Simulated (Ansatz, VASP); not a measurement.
Two plane-wave programs on H

```
H
1.0
     1.59908   -2.64974    0.00000
     1.59908    2.64974    0.00000
     0.00000    0.00000    6.31377
H
4
Direct
  0.56781 0.43219 0.99951
  0.43219 0.56781 0.00049
  0.43219 0.56781 0.49951
  0.56781 0.43219 0.50049
```

Change from the starting cell: strain -0.0300 x Voigt [1, 1, 0, 0, 0, 0], atoms carried along.

Alike in both runs: task single point; functional LDA; k mesh 8 × 8 × 4; occupations gaussian, width 0.05 eV; no spin polarisation.

|  | VASP | Ansatz |
| --- | --- | --- |
| version | VASP 6.6.1 | Ansatz 0.2.0 |
| potentials or method | VASP PAW LDA potentials, release 64 (H) | scalar-relativistic, plane waves, PAW |
| plane-wave cutoff (eV) | 520 | 420 |
| valence electrons in the cell | 4 | 4 |

```csv
,VASP,Ansatz,Ansatz less VASP
gap on the k mesh at the Fermi level (eV),7.97,7.98,+0.006
least direct gap on the mesh (eV),7.99,7.99,+0.006
pressure (GPa),2.1,2.2,+0.17
largest component of the traceless stress (GPa),5.21,5.22,+0.012
rms of the force components (eV/Å),1.087,1.084,-0.0035
```

Atom by atom the forces differ by 0.004 eV/Å (rms over components).

Caveats: forces of over 1 eV/Å show positions far from the minimum, so gaps and moduli don't describe the material at rest. A k mesh can miss the band edges.
